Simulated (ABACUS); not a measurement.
A run of ABACUS 3.10.1 is set up as follows.

File INPUT:

```
INPUT_PARAMETERS
suffix              Pt
calculation         scf
basis_type          pw
pseudo_dir          ./
latname             fcc
symmetry            1
dft_functional      GGA_X_OPTX+GGA_C_LYP
ecutwfc             40
pseudo_rcut         10
nspin               1
nbands              18
ks_solver           dav
smearing_method     fd
smearing_sigma      0.00367493
scf_thr             1e-08
scf_nmax            100
mixing_type         broyden
mixing_beta         0.7
cal_force           1
cal_stress          1
ecutrho             320
out_chg             1
kpar                4
```

The input STRU:

```
ATOMIC_SPECIES
Pt 195.0840 pt_pbe_v1.4.uspp.F.UPF

LATTICE_CONSTANT
7.4111279156

ATOMIC_POSITIONS
Direct

Pt
0.0
1
0.0000000000 0.0000000000 0.0000000000 1 1 1
```

KPT

```
K_POINTS
0
Gamma
10 10 10 0 0 0
```

Potentials or basis: GBRV ultrasoft 1.5 PBE, plane waves.

Run with:

```bash
$ OMP_NUM_THREADS=1 mpirun -np 4 abacus > log
```

(1) What does it give for the pressure?

(2) Estimate the band gap on the k mesh.

Answers

(1) 3.4 GPa.

(2) none (metal or under the smearing width).

Caveat: the potentials were made for another functional, which shifts forces and pressure.
